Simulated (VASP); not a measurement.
Input of a VASP 6.6.1 run:

File INCAR:

```
SYSTEM = Se
PREC     = Accurate       ! precision mode
ENCUT    = 520            ! plane-wave cutoff, eV
EDIFF    = 1E-6           ! SCF threshold, eV
ISMEAR   = -1             ! smearing method
SIGMA    = 0.05           ! smearing width, eV
LREAL    = .FALSE.        ! projectors in reciprocal space
LASPH    = .TRUE.         ! aspherical terms in the spheres
NELM     = 80             ! most SCF steps
ALGO     = Normal         ! electronic algorithm
ISIF     = 2              ! what is computed and relaxed
LWAVE    = .FALSE.        ! write WAVECAR
LCHARG   = .FALSE.        ! write CHGCAR
GGA      = PE             ! functional
NBANDS   = 16             ! bands
```

File KPOINTS:

```
regular mesh
0
G
  7 7 6
  0 0 0
```

The input POSCAR:

```
Se
1.0
    4.3951160745      0.0000000000      0.0000000000
   -2.1975580372      3.8062821731      0.0000000000
    0.0000000000      0.0000000000      4.9864062541
Se
3
Direct
    0.7746000000      0.7746000000      0.0000000000
    0.0000000000      0.2254000000      0.6666666667
    0.2254000000      0.0000000000      0.3333333333
```

Potentials or basis: VASP PAW PBE potentials, release 64 (Se).

Launch:

```sh
$ cat potpaw_PBE.64/Se/POTCAR > POTCAR
$ mpirun -np 1 vasp_std > vasp.out
```

**Question.** Predict the band gap on the k mesh.

**Answer.** 1.20 eV, indirect (least direct gap 1.45 eV).

**Question.** Predict the pressure.

**Answer.** 1.7 GPa.

**Question.** What does it give for the largest force?

**Answer.** 0.229 eV/Å.

Forces in eV/Å, atoms in the order of the input:
```
Se  -0.115 -0.198  0.000
Se  -0.115  0.198  0.000
Se   0.229  0.000  0.000
```

Caveat: an odd mesh through Γ misses points on the zone boundary, where band edges often lie.
